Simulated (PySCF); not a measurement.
Set up this calculation in PySCF 2.14.0, as a Python script.

- Task: evGW quasiparticle levels
- Functional: PBE
- Potentials or basis: DZVP-MOLOPT-HYB/GTH-HYB (UZH) (potentials made for PBE0)
- k mesh: 2 × 2 × 2
- Occupations: fixed
- Spin: no spin polarisation
- Density cutoff: 400 Ha
- Exponents discarded below (exp_to_discard): 0.02 1/bohr^2
- Potentials: Mg GTH-HYB-q10, Se GTH-HYB-q6
- conv_tol: 1e-08 Ha
- max_cycle: 60
- Coulomb method: Gaussian density fitting (GDF)
- Grid for exchange and correlation: Becke, atom-centred
- Three-centre integrals: read from an earlier run's file

The structure of MgSe lies in MgSe.cif:

```cif
data_MgSe
_cell_length_a 3.85443906
_cell_length_b 3.85443906
_cell_length_c 3.85443906
_cell_angle_alpha 60.00000000
_cell_angle_beta 60.00000000
_cell_angle_gamma 60.00000000
_space_group_name_H-M_alt 'P1'
_space_group_name_Hall 'P 1'
_space_group_IT_number 1
loop_
_space_group_symop_operation_xyz
'x,y,z'
loop_
_atom_site_label
_atom_site_type_symbol
_atom_site_symmetry_multiplicity
_atom_site_Wyckoff_symbol
_atom_site_fract_x
_atom_site_fract_y
_atom_site_fract_z
_atom_site_occupancy
Se1 Se 1 a 0.5000000000 0.5000000000 0.5000000000 1
Mg1 Mg 1 a 0.0000000000 0.0000000000 0.0000000000 1
```

The input as run:

run.py

```python
import json
import numpy as np
from pyscf.pbc import gto, scf, dft, df

cell = gto.Cell()
cell.basis = {'Mg': 'DZVP-MOLOPT-HYB-GTH-q10', 'Se': 'DZVP-MOLOPT-HYB-GTH-q6'}
cell.pseudo = {'Mg': 'GTH-HYB-q10', 'Se': 'GTH-HYB-q6'}
cell.fromfile('MgSe.cif')
cell.ke_cutoff = 400  # hartree
cell.exp_to_discard = 0.02
cell.precision = 1e-08
cell.max_memory = 5040  # MB
cell.verbose = 4
cell.build()

res = {}
kpts = cell.make_kpts([2, 2, 2])
mf = dft.KRKS(cell, kpts, xc='pbe')
mf = mf.density_fit()
mf.with_df._cderi = 'cderi.h5'  # three-centre integrals saved by an earlier run on this cell, basis and mesh
mf.conv_tol = 1e-08
mf.max_cycle = 60

mf.kernel()
res.update(converged=bool(mf.converged), e_tot=mf.e_tot, nelec=cell.nelectron, nao=cell.nao, mesh=list(map(int, cell.mesh)), a=cell.lattice_vectors().tolist(), coords=cell.atom_coords().tolist(),
           mo_energy=[np.real(x).tolist() for x in mf.mo_energy], mo_occ=[np.real(x).tolist() for x in mf.mo_occ])
import h5py
print('fit functions by k pair:', sorted({v['0'].shape[0] for v in h5py.File(mf.with_df._cderi)['j3c'].values()}))
res.update(kpts=cell.get_scaled_kpts(kpts).tolist())
res['parts'] = {k: float(np.real(v)) for k, v in mf.scf_summary.items() if np.isscalar(v)}
json.dump(res, open('results.json', 'w'))
if not mf.converged:
    raise SystemExit('SCF not converged')

print('levels (eV)')
for i, kp in enumerate(res['kpts'][:40]):
    print('k %7.4f %7.4f %7.4f  ' % tuple(kp), ' '.join('%.3f' % (x * 27.211386) for x in res['mo_energy'][i][:13]))

# Mulliken populations
dm, s = np.asarray(mf.make_rdm1()), np.asarray(mf.get_ovlp())
sites = cell.aoslice_by_atom()[:, 2:]
tot = np.einsum('kij,kji->i', dm, s).real / len(kpts)
res['mulliken'] = [cell.atom_charge(i) - tot[a0:a1].sum() for i, (a0, a1) in enumerate(sites)]
print('Mulliken charges', np.round(res['mulliken'], 5))

from pyscf.pbc.gw.krevgw import KREVGW
gw = KREVGW(mf)
gw.fc = True
gw.conv_tol = 1e-3
gw.max_cycle = 25
gw.kernel()
res['post_converged'] = bool(gw.converged)
res['qp'] = np.asarray(gw.mo_energy).real.tolist()
res['done'] = True
json.dump(res, open('results.json', 'w'))
```

Potentials or basis: DZVP-MOLOPT-HYB/GTH-HYB (UZH) (potentials made for PBE0).

Run with:

```console
$ OMP_NUM_THREADS=4 python -u run.py > log
```

It gave:

```json
{
  "Band gap on the k mesh, mean-field level": "1.32 eV, indirect (least direct gap 2.32 eV)",
  "Mulliken charges": "Se -0.90; Mg +0.90 e",
  "Quasiparticle gap": "3.37 eV",
  "Least direct quasiparticle gap": "4.49 eV"
}
```

Caveat: the k mesh is coarse (spacing up to 1.00 Å⁻¹), so the values aren't converged; mesh and basis are far too small for converged many-body values: gaps can be off by tenths of an eV to over 1 eV, and much correlation energy is missing; Mulliken charges move with the basis; the eigenvalue cycle of this version averages old steps and stops early, so the levels aren't fully self-consistent; the default atom-centred grid shifts energies of crystals by up to some 10 meV an atom and pressures by some 0.5 GPa; total energy, band gap and charges are those of the mean-field reference; the basis of atomic orbitals isn't converged, which shifts pressures, moduli and gaps.

Run time: 6.5 min on 4 threads of Arm Neoverse V2, with other jobs on the host, peak memory 0.61 GiB.
